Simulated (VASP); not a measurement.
# LiH17O9: single point with PBE+D3(BJ)

Crystal: LiH17O9.

```
O H Li
1.0
     7.17388    0.00000    0.00000
     0.00000    7.17388    0.00000
     0.00000    0.00000    7.17388
O H Li
9 17 1
Direct
  0.24250 0.04876 0.23099
  0.17960 0.79788 0.49008
  0.10772 0.48713 0.98117
  0.48448 0.45818 0.75680
  0.78252 0.28545 0.88421
  0.83365 0.14859 0.22314
  0.80336 0.85507 0.43491
  0.31965 0.39497 0.43207
  0.32950 0.77910 0.95873
  0.11907 0.10162 0.23128
  0.25329 0.94591 0.13424
  0.18406 0.88315 0.38282
  0.04200 0.76868 0.50176
  0.19868 0.59114 0.01602
  0.20667 0.41151 0.92182
  0.42030 0.42050 0.62965
  0.43703 0.57967 0.80106
  0.67551 0.36580 0.84101
  0.88313 0.36775 0.90275
  0.80719 0.19864 0.09005
  0.74236 0.22069 0.29019
  0.78536 0.97197 0.35986
  0.75194 0.76282 0.35794
  0.30760 0.31705 0.31605
  0.27171 0.52332 0.40148
  0.45862 0.78336 0.98574
  0.24769 0.86854 0.74859
```

The cell was built by a generator and needn't be a form met in nature.

* Program: VASP 6.6.1
* Task: single point
* Functional: PBE
* Dispersion: D3(BJ)
* Potentials or basis: VASP PAW PBE potentials, release 64 (O, H, Li_sv)
* Cutoff: 520 eV
* k mesh: 1 × 1 × 1
* Occupations: fermi-dirac, width 0.05 eV
* Spin: no spin polarisation

* Largest force: 2.276 eV/Å
* Band gap on the k mesh: 4.25 eV, direct
* Dispersion energy per atom: -0.028 eV

Forces on the atoms (eV/Å):
```
O    0.738 -0.691 -0.181
O   -1.053 -1.205  1.357
O    1.440 -0.070  0.170
O   -0.829 -0.450 -1.222
O   -1.504 -1.006 -0.054
O   -0.124  0.479 -0.959
O    0.364  1.229  1.054
O   -0.532  0.599 -1.337
O   -0.946  0.062  0.113
H   -0.995  0.158 -0.366
H    0.051  0.606 -0.119
H    0.421  0.670 -0.236
H    0.791  0.521 -0.383
H   -0.881  0.178 -0.288
H   -0.621 -0.193 -0.059
H    0.875  0.698  1.525
H   -0.125 -0.271 -0.192
H    0.029 -0.447  0.016
H    1.760  1.432  0.175
H    0.094 -0.489  0.207
H   -0.189  0.498  0.583
H    0.560 -0.545  0.060
H   -0.823 -1.477 -0.980
H    0.144  0.501  1.102
H    0.321 -0.996  0.250
H    1.250  0.173  0.530
Li  -0.217  0.036 -0.763
```

Levels at points of the mesh, in eV from the valence-band top:
```
           k point  band 33  band 34  band 35  band 36  band 37  band 38  band 39  band 40  band 41  band 42
(0.00, 0.00, 0.00)    -0.50    -0.45    -0.34    -0.17     0.00     4.25     6.70     7.01     7.36     7.44
```

It took 32 s on 1 thread of Intel(R) Xeon(R) 6975P-C (Granite Rapids), on a shared host, peak memory 0.38 GiB.

 As with any semilocal functional, this PBE gap is likely too small.
